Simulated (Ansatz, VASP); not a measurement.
AlN in VASP and in Ansatz

```
Al N
1.0
     3.43770    0.00000    0.00000
    -1.71885    2.97714    0.00000
     0.00000    0.00000    4.69010
Al N
2 2
Cartesian
  0.0000 1.9848 3.5176
  1.7189 0.9924 1.1725
  0.0000 1.9848 1.1725
  1.7189 0.9924 3.5176
```

Alike in both runs: task single point; functional PBE; k mesh 9 × 9 × 6; occupations gaussian, width 0.05 eV; no spin polarisation.

|  | VASP | Ansatz |
| --- | --- | --- |
| version | VASP 6.6.1 | Ansatz 0.2.0 |
| potentials or method | VASP PAW PBE potentials, release 64 (Al, N) | scalar-relativistic, plane waves, PAW |
| plane-wave cutoff (eV) | 520 | 520 |
| valence electrons in the cell | 16 | 16 |

VASP gave:

* gap on the k mesh at the Fermi level (eV): 1.63
* least direct gap on the mesh (eV): 1.63
* pressure (GPa): -24.4
* largest component of the traceless stress (GPa): 2.96

Task: What did Ansatz give for the same quantities?

Result: gap on the k mesh at the Fermi level (eV): 1.63; least direct gap on the mesh (eV): 1.63; pressure (GPa): -24.2; largest component of the traceless stress (GPa): 2.91.

The functional is the same, so the differences come from potentials, cutoffs and numerics.

Caveats: so large a pressure means that the cell lies far from this level's equilibrium, or that cutoff or potentials fall short (VASP). A hybrid or GW would open this gap; PBE tends to underestimate it.
